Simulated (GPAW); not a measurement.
# ZnSe (Stilleite) (F-43m) in GPAW: settings compared, part 2 of 3

GPAW 26.7.0. Earlier steps stand in the parts before.

## Step 3: Band structure, rSCAN, spin-orbit coupling, no magnetisation

run.py

```python
import numpy as np
from ase.dft.bandgap import bandgap
from ase.io import read, write
from ase.units import GPa
from gpaw import GPAW, PW
from gpaw.spinorbit import soc_eigenstates

atoms = read('ZnSe.cif')

calc = GPAW(mode=PW(600),
            xc='MGGA_X_RSCAN+MGGA_C_RSCAN',
            kpts={'size': (7, 7, 7), 'gamma': True},
            occupations={'name': 'fermi-dirac', 'width': 0.05},
            nbands=18,
            convergence={'density': 1e-05, 'energy': 1e-05},
            maxiter=150,
            txt='gpaw.txt')
atoms.calc = calc
energy = atoms.get_potential_energy()
forces = atoms.get_forces()
stress = atoms.get_stress()
calc.write('gs.gpw')
write('result.traj', atoms)
print(f'Energy: {energy:.6f} eV')
print('Forces (eV/A):')
print(forces.round(4))
print('Stress (GPa):', (stress / GPa).round(3))
print('Fermi level:', round(calc.get_fermi_level(), 4), 'eV')
print(f'Gap: {bandgap(calc)[0]:.4f} eV, direct: {bandgap(calc, direct=True)[0]:.4f} eV')

path = atoms.cell.bandpath('GXWKGLUWLK,UX', npoints=80, eps=1e-4)
bs_calc = calc.fixed_density(kpts=path, symmetry='off', nbands=29,
                             convergence={'bands': 'CBM+6.0', 'eigenstates': 1e-6}, txt='bands.txt')
bs = bs_calc.band_structure()
bs.write('bs.json')
print(f'Gap on the path: {bandgap(bs_calc)[0]:.4f} eV')

soc = soc_eigenstates(bs_calc, theta=90, phi=0, ignore_xc_potential=True)
np.savetxt('soc_bands.dat', soc.eigenvalues(), fmt='%.4f')
mesh = soc_eigenstates('gs.gpw', theta=90, phi=0, ignore_xc_potential=True)
np.savetxt('soc_mesh.dat', mesh.eigenvalues(), fmt='%.4f')
print('Fermi level with spin-orbit coupling:', round(mesh.fermi_level, 4), 'eV')
```

ZnSe.cif

```cif
data_ZnSe
_cell_length_a 4.00759839
_cell_length_b 4.00759839
_cell_length_c 4.00759839
_cell_angle_alpha 60.00000000
_cell_angle_beta 60.00000000
_cell_angle_gamma 60.00000000
_space_group_name_H-M_alt 'P1'
_space_group_name_Hall 'P 1'
_space_group_IT_number 1
loop_
_space_group_symop_operation_xyz
'x,y,z'
loop_
_atom_site_label
_atom_site_type_symbol
_atom_site_symmetry_multiplicity
_atom_site_Wyckoff_symbol
_atom_site_fract_x
_atom_site_fract_y
_atom_site_fract_z
_atom_site_occupancy
Se1 Se 1 a 0.7500000000 0.7500000000 0.7500000000 1
Zn1 Zn 1 a 0.0000000000 0.0000000000 0.0000000000 1
```

Potentials or basis: GPAW PAW data sets (gpaw-data 1.2.1), pw.

Command:

```console
$ OMP_NUM_THREADS=1 python run.py
```

gpaw.txt:

```text
__  _  _
 | _ |_)|_||  |
 |__||  | ||/\| - 26.7.0

Input parameters:
  mode=PW(ecut=600.0),
  convergence={'density': 1e-05, 'energy': 1e-05},
  kpts=MonkhorstPack(size=(7, 7, 7), gamma=True),
  maxiter=150,
  nbands=18,
  occupations=Occupations(name='fermi-dirac', width=0.05),
  xc=XC(name='MGGA_X_RSCAN+MGGA_C_RSCAN')

Diagonalizing LCAO Hamiltonian
Converting LCAO to pw mode

                         Se

       Zn

Atoms  # Å, Bohr magnetons
|   | symbol |        x |        y |        z |    initial magnetic moments |
|---|--------|----------|----------|----------|-----------------------------|
| 0 |     Se | 6.011398 | 3.470682 | 2.454143 | ( 0.0000,  0.0000,  0.0000) |
| 1 |     Zn | 0.000000 | 0.000000 | 0.000000 | ( 0.0000,  0.0000,  0.0000) |

Unit cell  # Å
| periodic |        x |        y |        z |  lengths |    angles |
|----------|----------|----------|----------|----------|-----------|
|      yes | 4.007598 | 0.000000 | 0.000000 | 4.007598 | 60.000000 |
|      yes | 2.003799 | 3.470682 | 0.000000 | 4.007598 | 60.000000 |
|      yes | 2.003799 | 1.156894 | 3.272190 | 4.007598 | 60.000000 |

Number of symmetries: 24
[... 178 lines left out ...]

Energy contributions:
  Kinetic:          27.090268
  Coulomb:         -23.565262
  Zero:             -0.099185
  External:          0.000000
  Xc:              -43.274582
  Entropy:          -0.000000
  Spinorbit:         0.000000
  ----------------------------
  Free energy:     -39.848761
  Extrapolated:    -39.848761

dipole moment: (-9.894148, -5.712389, -4.039269)  # |e|*Ang

Fermi level: 4.454
Eigenvalues  # (at kpt = [0.000, 0.000, 0.000])
| band index |      eig [eV] | occ [0-2] |
|------------|---------------|-----------|
|          0 |       -10.181 |     2.000 |
|          1 |        -3.162 |     2.000 |
|          2 |        -3.162 |     2.000 |
|          3 |        -3.162 |     2.000 |
|          4 |        -2.758 |     2.000 |
|          5 |        -2.758 |     2.000 |
[... 10 lines left out ...]
|         16 |        17.311 |     0.000 |
|         17 |        17.311 |     0.000 |

Gap: 1.843 eV
Transition (v -> c):
  (s=0, k=0, n=8, [0.00, 0.00, 0.00]) -> (s=0, k=0, n=9, [0.00, 0.00, 0.00])
No difference between direct/indirect transitions

Forces  # eV/Ang
|        x |       y |       z |
|----------|---------|---------|
| -0.00000 | 0.00000 | 0.00000 |  # Se   0
|  0.00000 | 0.00000 | 0.00000 |  # Zn   1

Stress tensor  # eV/Ang^3
|        x |         y |         z |
|----------|-----------|-----------|
| 0.002596 | -0.000000 | -0.000000 |
| 0.000000 |  0.002596 |  0.000000 |
| 0.000000 |  0.000000 |  0.002596 |

# Writing to gs.gpw (mode='')
```

stdout:

```text
Energy: -39.848761 eV
Forces (eV/A):
[[-0.  0.  0.]
 [ 0.  0.  0.]]
Stress (GPa): [ 0.416  0.416  0.416  0.    -0.    -0.   ]
Fermi level: 4.4542 eV
Gap: 1.8428 eV, direct: 1.8428 eV
Gap on the path: 1.8428 eV
Fermi level with spin-orbit coupling: 4.5254 eV
```

bands.txt:

```text
Diagonalizing LCAO Hamiltonian
Converting LCAO to pw mode
convergence criteria:
- Maximum integral of absolute [eigenst]ate change: 1e-06 eV^2 / valence electron
maximum number of iterations: 150

SCF iterations
|iter     | |      energy | eigst |  dens |
|---------|-|-------------|-------|-------|
[... 87 lines left out ...]
         [0.40277778, 0.40277778, 0.69444444],
         [0.38888889, 0.38888889, 0.72222222],
         [0.375     , 0.375     , 0.75      ],
         [0.625     , 0.25      , 0.625     ],
         [0.59375   , 0.1875    , 0.59375   ],
         [0.5625    , 0.125     , 0.5625    ],
         [0.53125   , 0.0625    , 0.53125   ],
         [0.5       , 0.        , 0.5       ]])),
  maxiter=150,
  nbands=29,
  occupations=Occupations(name='fermi-dirac', width=0.05),
  symmetry=Symmetry(point_group=False, time_reversal=False),
  xc=XC(name='MGGA_X_RSCAN+MGGA_C_RSCAN')
```

It took 2.1 min on 1 thread of Arm Neoverse V2, shared host; peak memory 0.39 GiB.

Results:

```yaml
Free_energy: -39.8488 eV
Pressure: -0.4 GPa
Band_gap_on_the_k_mesh: 1.71 eV, direct
Band_gap_along_the_path: 1.71 eV, direct
```

Levels at the corners of the path, in eV from the valence-band top:
| point | band 16 | band 17 | band 18 | band 19 | band 20 | band 21 |
| --- | --- | --- | --- | --- | --- | --- |
| Γ | 0.00 | 0.00 | 0.00 | 1.71 | 1.71 | 6.08 |
| X | -2.45 | -2.27 | -2.27 | 3.19 | 3.19 | 3.74 |
| W | -2.88 | -2.82 | -2.80 | 5.65 | 5.69 | 5.90 |
| K | -3.22 | -1.95 | -1.95 | 3.85 | 3.85 | 5.86 |
| Γ | 0.00 | 0.00 | 0.00 | 1.71 | 1.71 | 6.08 |
| L | -1.13 | -0.90 | -0.90 | 2.91 | 2.91 | 6.70 |
| U | -3.22 | -1.95 | -1.95 | 3.85 | 3.85 | 5.86 |
| W | -2.88 | -2.82 | -2.80 | 5.65 | 5.69 | 5.90 |
| L | -1.13 | -0.90 | -0.90 | 2.91 | 2.91 | 6.70 |
| K | -3.22 | -1.95 | -1.95 | 3.85 | 3.85 | 5.86 |
| U | -3.22 | -1.95 | -1.95 | 3.85 | 3.85 | 5.86 |
| X | -2.45 | -2.27 | -2.27 | 3.19 | 3.19 | 3.74 |

Caveat: spin-orbit coupling was added after a scalar SCF, so levels and gaps hold it while energy, forces, pressure and moments don't; this program's spin-orbit splittings come out too wide for heavy elements; the PAW data sets were made with another functional, which shifts forces and pressure a little.

## Step 4: Band structure, vdW-DF, spin-orbit coupling, no magnetisation

run.py: that of step 3 with these lines changed.

```diff
@@ -3,3 +3,2 @@
 from ase.io import read, write
-from ase.units import GPa
 from gpaw import GPAW, PW
@@ -7,6 +6,6 @@
 
-atoms = read('ZnSe.cif')
+atoms = read('ZnSe.xyz')
 
 calc = GPAW(mode=PW(600),
-            xc='MGGA_X_RSCAN+MGGA_C_RSCAN',
+            xc={'name': 'vdW-DF', 'backend': 'libvdwxc'},
             kpts={'size': (7, 7, 7), 'gamma': True},
@@ -20,3 +19,2 @@
 forces = atoms.get_forces()
-stress = atoms.get_stress()
 calc.write('gs.gpw')
@@ -26,3 +24,2 @@
 print(forces.round(4))
-print('Stress (GPa):', (stress / GPa).round(3))
 print('Fermi level:', round(calc.get_fermi_level(), 4), 'eV')
@@ -37,5 +34,5 @@
 
-soc = soc_eigenstates(bs_calc, theta=90, phi=0, ignore_xc_potential=True)
+soc = soc_eigenstates(bs_calc, theta=0, phi=0)
 np.savetxt('soc_bands.dat', soc.eigenvalues(), fmt='%.4f')
-mesh = soc_eigenstates('gs.gpw', theta=90, phi=0, ignore_xc_potential=True)
+mesh = soc_eigenstates('gs.gpw', theta=0, phi=0)
 np.savetxt('soc_mesh.dat', mesh.eigenvalues(), fmt='%.4f')
```

ZnSe.xyz

```xyz
2
Lattice="0.0000000000 2.8338000000 2.8338000000 2.8338000000 0.0000000000 2.8338000000 2.8338000000 2.8338000000 0.0000000000" Properties=species:S:1:pos:R:3 pbc="T T T"
Se     4.2507000000      4.2507000000      4.2507000000
Zn     0.0000000000      0.0000000000      0.0000000000
```

Command:

```console
$ OMP_NUM_THREADS=1 python run.py
```

Wall time 40 s (1 thread of Arm Neoverse V2, shared host); peak memory 0.31 GiB.

Results (log left out):

| Property | Result |
| --- | --- |
| Free energy | -75.8317 eV |
| Band gap on the k mesh | 1.31 eV, direct |
| Band gap along the path | 1.31 eV, direct |

Levels at the corners of the path, in eV from the valence-band top:
| point | band 16 | band 17 | band 18 | band 19 | band 20 | band 21 |
| --- | --- | --- | --- | --- | --- | --- |
| Γ | 0.00 | 0.00 | 0.00 | 1.31 | 1.31 | 5.72 |
| X | -2.35 | -2.17 | -2.17 | 3.03 | 3.03 | 3.45 |
| W | -2.77 | -2.70 | -2.68 | 5.34 | 5.49 | 5.54 |
| K | -3.09 | -1.87 | -1.87 | 3.60 | 3.60 | 5.52 |
| Γ | 0.00 | 0.00 | 0.00 | 1.31 | 1.31 | 5.72 |
| L | -1.10 | -0.86 | -0.86 | 2.55 | 2.55 | 6.34 |
| U | -3.09 | -1.87 | -1.87 | 3.60 | 3.60 | 5.52 |
| W | -2.77 | -2.70 | -2.68 | 5.34 | 5.49 | 5.54 |
| L | -1.10 | -0.86 | -0.86 | 2.55 | 2.55 | 6.34 |
| K | -3.09 | -1.87 | -1.87 | 3.60 | 3.60 | 5.52 |
| U | -3.09 | -1.87 | -1.87 | 3.60 | 3.60 | 5.52 |
| X | -2.35 | -2.17 | -2.17 | 3.03 | 3.03 | 3.45 |

Caveat: spin-orbit coupling was added after a scalar SCF, so levels and gaps hold it while energy, forces, pressure and moments don't; this program's spin-orbit splittings come out too wide for heavy elements; the PAW data sets were made with another functional, which shifts forces and pressure a little.

(Continued in part 3 of 3.)
